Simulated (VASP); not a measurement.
BaTiO₃ (strained cubic perovskite), r²SCAN single-point calculation: Ansatz's output and VASP's

```
Ba Ti O
1.0
     4.11392    0.00000    0.00000
     0.00000    4.11392    0.00000
     0.00000    0.00000    4.11392
Ba Ti O
1 1 3
Direct
  0.00000 0.00000 0.00000
  0.50000 0.50000 0.50000
  0.50000 0.50000 0.00000
  0.50000 0.00000 0.50000
  0.00000 0.50000 0.50000
```

Ansatz printed

```
SCF 1 converged in 8 iterations: F = -10183.530260 eV  dr2 = 3.48e-8
  greatest PAW one-centre occupation: 0.999 electrons in one spin orbital (limit 2), on the Ti atom at site 1 (counted from 0), in its partial waves of l = 0
NSCF: frozen V_eff on 4 k-points
SCF converged after 8 iterations
Free energy (F): -10183.530260 eV
Harris-Foulkes:  -10183.530260 eV  (|F-HF|=2.85e-8)
Internal energy: -10183.530260 eV  (E = F + TS)
E sigma→0 (E₀):  -10183.530260 eV
Fermi energy:    8.876479 eV
--- Per-component energies (eV) ---
  E_band       = -220.597587
  E_kinetic    = 964.011887
  E_local      = -2190.101774  (includes V_loc(G=0)·N_el)
  E_nonlocal   = 198.708029
  E_hartree    = 844.770455
  E_xc         = -472.707794
  E_vxc        = -600.787960  (∫ρ·V_xc dr)
  E_paw        = -6783.463528  (= ΣΔE_a)
  E_vpaw       = -318.864311  (= ΣTr[D̂ρ^β])
  E_aug_tail   = 0.002988  (compensation charges beyond the density's cutoff)
  E_vtau       = 36.894318  (kinetic-family band-sum trace: ∫τ·v_τ [+ j·A + Jᵃ·Aᵃ] dr)
  E_ewald      = -2744.471660
  E_core_change = -0.278864  (= ΣΔE_core)
  E_smearing   = -0.000000  (= −TS)
  E_closure    = -0.000000  (closes the sum)
  Σ components = -10183.530260   (vs F -10183.530260, Δ=0.00e0)
--- Forces (eV/Å), atoms counted from 1 ---
  atom   1  Ba    -0.00000000     0.00000000    -0.00000000
  atom   2  Ti     0.00000000     0.00000000     0.00000000
  atom   3  O     -0.00000000     0.00000000     0.00000000
  atom   4  O      0.00000000    -0.00000000     0.00000000
  atom   5  O      0.00000000     0.00000000     0.00000000
  max |Σ_I F_I| component: 3.35e-29 eV/Å
--- Stress (GPa, compression-positive) ---
      -13.148723       0.000000      -0.000000
        0.000000     -13.148723       0.000000
        0.000000       0.000000     -13.148723
  P = ⅓ Tr σ = -13.1487 GPa (-131.487 kbar)
--- Band table (eV; the first three rows and the last of 20) ---
  k-point 0: bands = ["-50.3723", "-25.4654", "-25.4654", "-25.4654", "-16.6628", "-8.7652", "-8.1260", "-8.1260", "-1.4188", "-1.4188", "-1.4188", "6.5283", "6.5283", "6.5283", "7.8651", "7.8651", "7.8651", "8.6883", "8.6883", "8.6883", "10.8246", "10.8246", "10.8246", "12.5454", "12.5454"]
  k-point 1: bands = ["-50.3722", "-25.4746", "-25.4651", "-25.4651", "-16.6422", "-8.7635", "-8.1202", "-8.1092", "-1.3874", "-1.3874", "-1.3526", "6.1440", "6.4837", "6.4837", "7.6266", "7.6266", "7.6875", "8.1203", "8.5265", "8.5265", "10.8483", "11.2549", "11.2549", "12.5464", "13.1933"]
  k-point 2: bands = ["-50.3719", "-25.4929", "-25.4644", "-25.4644", "-16.6004", "-8.8191", "-8.1086", "-8.0058", "-1.3228", "-1.3228", "-1.2218", "5.3920", "6.3512", "6.3512", "7.2840", "7.2840", "7.3653", "7.3713", "8.2840", "8.2840", "10.8966", "11.9687", "11.9687", "12.5483", "14.0947"]
  k-point 19: bands = ["-50.3707", "-25.4986", "-25.4986", "-25.4986", "-16.4754", "-7.9710", "-7.9710", "-7.9710", "-1.9577", "-1.9577", "-1.9577", "4.5326", "5.2119", "5.2119", "6.4975", "6.4975", "6.4975", "8.8765", "8.8765", "8.8765", "12.8877", "12.8877", "12.8877", "15.9968", "15.9968"]
```

Each program uses its own PAW datasets. VASP's cell holds 40 valence electrons and Ansatz's 40. Ansatz's stress includes a Pulay correction; VASP's doesn't.

Q: What does VASP give for the same cell and level of theory?

A: gap between bands v and c 1.93 eV; least direct gap 2.16 eV; pressure -11.7 GPa.

From OUTCAR

```
k-points           NKPTS =     20   k-points in BZ     NKDIM =     20   number of bands    NBANDS=     28

   NELECT =      40.0000    total number of electrons

   dimension x,y,z NGX =    32 NGY =   32 NGZ =   32
   dimension x,y,z NGXF=    64 NGYF=   64 NGZF=   64

  energy-cutoff  :      520.00
  volume of cell :       69.63
      direct lattice vectors                 reciprocal lattice vectors
     4.113919416  0.000000000  0.000000000     0.243077197  0.000000000  0.000000000
     0.000000000  4.113919416  0.000000000     0.000000000  0.243077197  0.000000000
     0.000000000  0.000000000  4.113919416     0.000000000  0.000000000  0.243077197

 k-points in reciprocal lattice and weights: KPOINTS created by Atomic Simulation Env
   0.00000000  0.00000000  0.00000000       0.005
   0.16666667  0.00000000  0.00000000       0.028
   0.33333333  0.00000000  0.00000000       0.028
   0.50000000  0.00000000  0.00000000       0.014
   0.16666667  0.16666667  0.00000000       0.056
   0.33333333  0.16666667  0.00000000       0.111
   0.50000000  0.16666667  0.00000000       0.056
   0.33333333  0.33333333  0.00000000       0.056
   ...

 E-fermi :   3.0145

 k-point     1 :       0.0000    0.0000    0.0000
  band No.  band energies     occupation
      1     -56.3375      2.00000
      2     -31.4516      2.00000
      3     -31.4516      2.00000
      4     -31.4516      2.00000
      5     -22.7676      2.00000
      6     -14.7491      2.00000
      7     -14.1154      2.00000
      8     -14.1154      2.00000
      9      -7.4965      2.00000
     10      -7.4965      2.00000
     11      -7.4965      2.00000
     12       0.5364      2.00000
     13       0.5364      2.00000
     14       0.5364      2.00000
     15       1.9214      2.00000
     16       1.9214      2.00000
     17       1.9214      2.00000
     18       2.6982      2.00000
     19       2.6982      2.00000
     20       2.6982      2.00000
     21       4.8546      0.00000
     22       4.8546      0.00000
     23       4.8546      0.00000
     24       6.5221      0.00000
     25       6.5221      0.00000
     26       8.4109      0.00000
     27       8.4109      0.00000
     28      10.3093      0.00000

 k-point     2 :       0.1667    0.0000    0.0000
  band No.  band energies     occupation
      1     -56.3373      2.00000
      2     -31.4611      2.00000
      3     -31.4513      2.00000
      4     -31.4513      2.00000
      5     -22.7475      2.00000
      6     -14.7479      2.00000
      7     -14.1088      2.00000
      8     -14.0987      2.00000
      9      -7.4656      2.00000
     10      -7.4656      2.00000
     11      -7.4298      2.00000
     12       0.1493      2.00000
     13       0.4899      2.00000
     14       0.4899      2.00000
     15       1.6721      2.00000
     16       1.6721      2.00000
     17       1.7256      2.00000
     18       2.1261      2.00000
     19       2.5365      2.00000
     20       2.5365      2.00000
     21       4.8837      0.00000
     22       5.2909      0.00000
     23       5.2910      0.00000
     24       6.5232      0.00000
     25       7.1747      0.00000
     26       8.8551      0.00000
     27       8.9022      0.00000
     28      10.9382      0.00000

 k-point     3 :       0.3333    0.0000    0.0000
  band No.  band energies     occupation
      1     -56.3370      2.00000
      2     -31.4799      2.00000
      3     -31.4507      2.00000
      4     -31.4507      2.00000
      5     -22.7068      2.00000
      6     -14.8034      2.00000
      7     -14.0960      2.00000
      8     -13.9964      2.00000
      9      -7.4020      2.00000
     10      -7.4020      2.00000
     11      -7.2981      2.00000
     12      -0.6045      2.00000
     13       0.3518      2.00000
     14       0.3518      2.00000
     15       1.3184      2.00000
     16       1.3184      2.00000
     17       1.3634      2.00000
     18       1.3805      2.00000
     19       2.2915      2.00000
     20       2.2915      2.00000
     21       4.9431      0.00000
     22       6.0122      0.00000
     23       6.0122      0.00000
     24       6.5256      0.00000
     25       8.0818      0.00000
     26       9.7618      0.00000
     27      10.0296      0.00000
     28      11.5047      0.00000

 ...

  Total       -5.0908427     -5.0908427     -5.0908427     -0.0000000      0.0000000     -0.0000000
  in kB     -117.1474725   -117.1474725   -117.1474725     -0.0000000      0.0000000     -0.0000000
  external PRESSURE =    -117.1474725 kB  Pullay stress =       0.0000000 kB

 POSITION                                       TOTAL-FORCE (eV/Angst)
 -----------------------------------------------------------------------------------
      0.00000      0.00000      0.00000         0.000000      0.000000      0.000000
      2.05696      2.05696      2.05696         0.000000      0.000000      0.000000
      2.05696      2.05696      0.00000         0.000000      0.000000      0.000000
      2.05696      0.00000      2.05696         0.000000      0.000000      0.000000
      0.00000      2.05696      2.05696         0.000000      0.000000      0.000000
 -----------------------------------------------------------------------------------
    total drift:                                0.000000     -0.000000     -0.000000

  FREE ENERGIE OF THE ION-ELECTRON SYSTEM (eV)
  ---------------------------------------------------
  free  energy   TOTEN  =       -74.0364245152 eV

  energy  without entropy=      -74.0364245152  energy(sigma->0) =      -74.03642452
```
